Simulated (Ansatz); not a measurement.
Consider MgF₂ in the rutile structure (space group P4_2/mnm, No. 136; a = 4.639 Å, c = 3.062 Å). Axes: x, y, z lie along a, b, c of the conventional cell.

Level of theory: Ansatz (a program for electronic structure) PBEsol, scalar-relativistic without spin-orbit coupling.

Before the change:

The band gap is 6.89 eV and the valence-band top at Γ is 0.00, -0.32, -0.32 eV. The pressure is 0.00 GPa.

One thing is altered: compressive biaxial strain of 3.88 % in the plane normal to [001], as in epitaxy on a mismatched substrate; the out-of-plane cell vector and the atoms relax.

### Question
Predict the new band gap, ratio −ε⊥/ε∥, valence-band top at Γ and pressure.

### Answer
The band gap goes up by 0.25 eV to 7.14 eV; the ratio −ε⊥/ε∥ amounts to 0.73; the valence-band top at Γ (three highest levels, from the VBM) becomes 0.00, -0.24, -0.24 eV (base: 0.00, -0.32, -0.32 eV); the pressure (mean of the normal stresses, compression positive) goes from zero to 5.28 GPa.

No phonon test of stability was made. The base started in Pnnm and relaxed to P4_2/mnm at this level.
